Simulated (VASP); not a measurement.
HgSe:

```
Hg Se
1.0
     0.00000    3.03900    3.03900
     3.03900    0.00000    3.03900
     3.03900    3.03900    0.00000
Hg Se
1 1
Direct
  0.00000 0.00000 0.00000
  0.75000 0.75000 0.75000
```

```yaml
Program: VASP 6.6.1
Task: relaxation of cell and atoms
Functional: PBE0
Potentials_or_basis: VASP PAW PBE potentials, release 64 (Hg, Se)
Cutoff: 600 eV
k_mesh: 4 × 4 × 4
Occupations: fermi-dirac, width 0.05 eV
Spin: no spin polarisation
```

At the start: pressure 3.3 GPa; volume 28.07 Å³/atom.

Task: Where does the relaxation end?

Result: Over 3 steps the energy falls by 15.5 meV/atom and the volume is 29.68 Å³/atom (+5.7 %); space group F-43m (No. 216, to 0.05 Å).

The path:
```tsv
step	energy change (eV)	largest force (eV/Å)	pressure (GPa)	volume (Å³)
1	0.0000	0.0000	3.26	56.13
2	-0.0250	0.0000	-1.22	60.90
3	-0.0310	0.0000	0.00	59.35
```

Final structure:
```
Hg Se
1.0
     0.00000    3.09604    3.09604
     3.09604    0.00000    3.09604
     3.09604    3.09604    0.00000
Hg Se
1 1
Direct
  0.00000 0.00000 0.00000
  0.75000 0.75000 0.75000
```

Caveat: the k mesh is coarse (spacing up to 0.45 Å⁻¹), so the values aren't converged, least of all with exact exchange; the PAW data sets were made with another functional, which shifts forces and pressure a little.
